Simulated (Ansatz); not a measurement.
Rock-salt NaBr was calculated with PBEsol+SOC (Ansatz, an electronic-structure program, PAW).

Run with plane-wave cutoff 520 eV, 10×10×10 k mesh, Fermi–Dirac smearing 0.01 eV, PAW data made under PBE.

The cell has the measured lattice: a = b = c = 5.9730 Å, α = β = γ = 90.00°.

Q: Give the computed band gap.

A: 
* **band gap**: 3.83 eV (direct)

Measured, for comparison: band gap 7.1 eV (temperature not stated, not corrected to a static lattice; as tabulated in Aguado et al. (1998), arXiv:cond-mat/9809176). Computed (rounded) less measured: band gap -3.27 eV.

Note: cell and atoms aren't relaxed at this level (pressure -0.5 GPa).

Cost on a shared machine: roughly 24 core-seconds.
